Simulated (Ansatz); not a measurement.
A run of Ansatz 0.2.0 is set up as follows.

File input.yaml:

```yaml
crystal:
  lattice:
    - [3.02557, 0.0, 0.0]
    - [0.0, 3.02557, 0.0]
    - [0.0, 0.0, 9.30163]
  atoms:
    - { symbol: Ti, position: [0.0, 0.0, 0.0] }
    - { symbol: Te, position: [0.0, 0.0, 0.29431] }
    - { symbol: Te, position: [0.0, 0.0, 0.70569] }
hamiltonian:
  xc: lda
  pseudopotentials: { kind: paw }
  hubbard: { sites: [{ species: Ti, l: d, u_eff: 8.0 }] }
kpoints:
  mp_grid: { grid: [9, 9, 3] }
scf:
  occupations: { method: fermi_dirac, width: 0.05 }
output:
  forces: true
  stress: true
  eigenvalues: true
```

Potentials or basis: Ansatz PAW.

Run with:

```console
$ ansatz run input.yaml --threads 2 --pin off --max-ram 5632MiB --backend cpu --events-out ev --progress --plain --runs-dir out
```

Task: What does it give for the pressure?

Result: 8.3 GPa.

Task: Estimate the largest force.

Result: 0.947 eV/Å.

Task: Predict the band gap on the k mesh.

Result: None (metal or under the smearing width).

Forces on the atoms (eV/Å):
```
Ti   0.000  0.000  0.000
Te   0.000  0.000  0.947
Te   0.000  0.000 -0.947
```

Caveat: U without spin polarisation on a metal has little footing; the PAW data sets come from PBE, with cores solved anew for the run's functional, which leaves a small shift of forces and pressure; the U is typed as a test and isn't derived for this compound. The run has no spin-orbit coupling, so splittings on Te are missing.
